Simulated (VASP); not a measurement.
**Pb: single point with PBEsol**

Crystal: Pb.

```
Pb
1.0
     3.48000    0.00000    0.00000
    -1.74000    3.01377    0.00000
     0.00000    0.00000    5.59000
Pb
2
Direct
  0.66667 0.33333 0.75000
  0.33333 0.66667 0.25000
```

This isn't the form of Pb at room conditions, which is fcc.

```yaml
Program: VASP 6.6.1
Task: single point
Functional: PBEsol
Potentials_or_basis: VASP PAW PBE potentials, release 64 (Pb_d)
Cutoff: 520 eV
k_mesh: 9 × 9 × 5
Occupations: fermi-dirac, width 0.05 eV
Spin: no spin polarisation
```

The pressure is 1.0 GPa. The band gap on the k mesh is none (metal or under the smearing width).

Stress tensor (GPa, compression positive):
```
-0.29  0.00  0.00
 0.00 -0.29  0.00
 0.00  0.00  3.50
```

Levels at points of the mesh, in eV from the Fermi level:
```csv
k point,band 10,band 11,band 12,band 13,band 14,band 15,band 16,band 17,band 18,band 19
"(0.00, 0.00, 0.00)",-16.68,-11.96,-7.98,-4.29,5.60,5.60,7.51,7.51,8.19,8.80
```

It took 31 s on 1 thread of Intel(R) Xeon(R) Platinum 8259CL CPU @ 2.50GHz (Skylake/Cascade Lake), with other jobs on the host, peak memory 0.19 GiB.

Caveat: the PAW data sets were made with another functional, which shifts forces and pressure a little. The run has no spin-orbit coupling, so splittings on Pb are missing.
